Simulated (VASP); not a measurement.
A run of VASP 6.6.1 is set up as follows.

File INCAR:

```
SYSTEM = MoSe2
PREC     = Accurate       ! precision mode
ENCUT    = 520            ! plane-wave cutoff, eV
EDIFF    = 1E-6           ! SCF threshold, eV
ISMEAR   = -1             ! smearing method
SIGMA    = 0.05           ! smearing width, eV
LREAL    = .FALSE.        ! projectors in reciprocal space
LASPH    = .TRUE.         ! aspherical terms in the spheres
NELM     = 80             ! most SCF steps
ALGO     = Fast           ! electronic algorithm
ISIF     = 2              ! what is computed and relaxed
LWAVE    = .FALSE.        ! write WAVECAR
LCHARG   = .FALSE.        ! write CHGCAR
LMAXMIX  = 4              ! l up to which the mixer works
GGA      = AM             ! functional
NBANDS   = 35             ! bands
```

KPOINTS

```
Automatic mesh
0
G
  9 9 2
  0 0 0
```

File POSCAR:

```
MoSe2
1.0
    3.2880000000      0.0000000000      0.0000000000
   -1.6440000000      2.8474915276      0.0000000000
    0.0000000000      0.0000000000     12.9000000000
Mo Se
2 4
Direct
    0.6666666667      0.3333333333      0.7500000000
    0.3333333333      0.6666666667      0.2500000000
    0.6666666667      0.3333333333      0.3750000000
    0.3333333333      0.6666666667      0.8750000000
    0.6666666667      0.3333333333      0.1250000000
    0.3333333333      0.6666666667      0.6250000000
```

KPOINTS_OPT

```
path GMKGALHA,LM,KH
15
line-mode
reciprocal
 0.0000000000  0.0000000000  0.0000000000  G
 0.5000000000  0.0000000000  0.0000000000  M

 0.5000000000  0.0000000000  0.0000000000  M
 0.3333333333  0.3333333333  0.0000000000  K

 0.3333333333  0.3333333333  0.0000000000  K
 0.0000000000  0.0000000000  0.0000000000  G

 0.0000000000  0.0000000000  0.0000000000  G
 0.0000000000  0.0000000000  0.5000000000  A

 0.0000000000  0.0000000000  0.5000000000  A
 0.5000000000  0.0000000000  0.5000000000  L

 0.5000000000  0.0000000000  0.5000000000  L
 0.3333333333  0.3333333333  0.5000000000  H

 0.3333333333  0.3333333333  0.5000000000  H
 0.0000000000  0.0000000000  0.5000000000  A

 0.5000000000  0.0000000000  0.5000000000  L
 0.5000000000  0.0000000000  0.0000000000  M

 0.3333333333  0.3333333333  0.0000000000  K
 0.3333333333  0.3333333333  0.5000000000  H
```

Potentials or basis: VASP PAW PBE potentials, release 64 (Mo_sv, Se).

Launch:

```bash
$ cat potpaw_PBE.64/Mo_sv/POTCAR potpaw_PBE.64/Se/POTCAR > POTCAR
$ mpirun -np 1 vasp_std > vasp.out
```

(1) What does it give for the pressure?

(2) Predict the band gap on the k mesh.

Answers

(1) 3.2 GPa.

(2) 0.88 eV, indirect (least direct gap 1.37 eV).

Caveat: the PAW data sets were made with another functional, which shifts forces and pressure a little; this functional lacks dispersion, which binds the layers, so the pressure and a relaxed spacing across them are unreliable.
